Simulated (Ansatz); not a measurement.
**Structures of HfO2: which is lowest?**

Plane-wave DFT in Ansatz with scalar-relativistic PAW potentials, cutoff 420 eV, Γ-centred meshes chosen by cell and gap, Gaussian smearing with energies taken to zero width. Every cell was relaxed (cell and atoms) in a run of its own, within the symmetry of its start. Functional: LDA.

Relaxed structures (starts from databases or built by putting these elements on another compound's sites):
A. I-42d, 6 atoms in the computed cell, a = 6.271 Å, c = 8.923 Å; sites (symmetry × multiplicity) Hf -4.. × 4, O .2. × 8; start: built
B. I4_1/amd, 6 atoms in the computed cell, a = 3.951 Å, c = 10.449 Å; sites (symmetry × multiplicity) Hf -4m2 × 4, O 2mm. × 8; start: built
C. P2_1/c, 12 atoms in the computed cell, a = 5.047 Å, b = 5.139 Å, c = 5.216 Å, β = 99.6°; sites (symmetry × multiplicity) Hf 1 × 4, O 1 × 4 + 1 × 4; start: database
D. P4_2/nmc, 6 atoms in the computed cell, a = 3.537 Å, c = 5.102 Å; sites (symmetry × multiplicity) Hf -4m2 × 2, O 2mm. × 4; start: database
E. P4_2/mnm, 6 atoms in the computed cell, a = 4.789 Å, c = 3.186 Å; sites (symmetry × multiplicity) Hf m.mm × 2, O m.2m × 4; start: database
F. Fm-3m, 3 atoms in the computed cell, a = 5.001 Å; sites (symmetry × multiplicity) Hf m-3m × 4, O -43m × 8; start: database

Q: Rank them by energy. Could pressure change the order?

A:
| structure | group | E − E(lowest) (meV/atom) | V (Å³/atom) | gap on mesh (eV) |
| --- | --- | --- | --- | --- |
| C | P2_1/c | 0.0 | 11.12 | 3.94 |
| D | P4_2/nmc | 39 | 10.64 | 4.48 |
| F | Fm-3m | 61 | 10.42 | 3.66 |
| B | I4_1/amd | 70 | 13.59 | 4.34 |
| E | P4_2/mnm | 78 | 12.18 | 3.88 |
| A | I-42d | 489 | 29.25 | 4.55 |

C is lowest, 39 meV/atom under D. D is denser by 0.48 Å³/atom, so pressure favours it: ΔE/ΔV, with ΔE in eV and 1 eV/Å³ = 160.2 GPa, gives about 13 GPa for equal enthalpy if both cells were rigid, a rough figure since the two compress differently. Other structures may lie lower than all of these, and vibrations aren't counted.

Spin-orbit coupling is left out, which matters for the bands of heavy elements.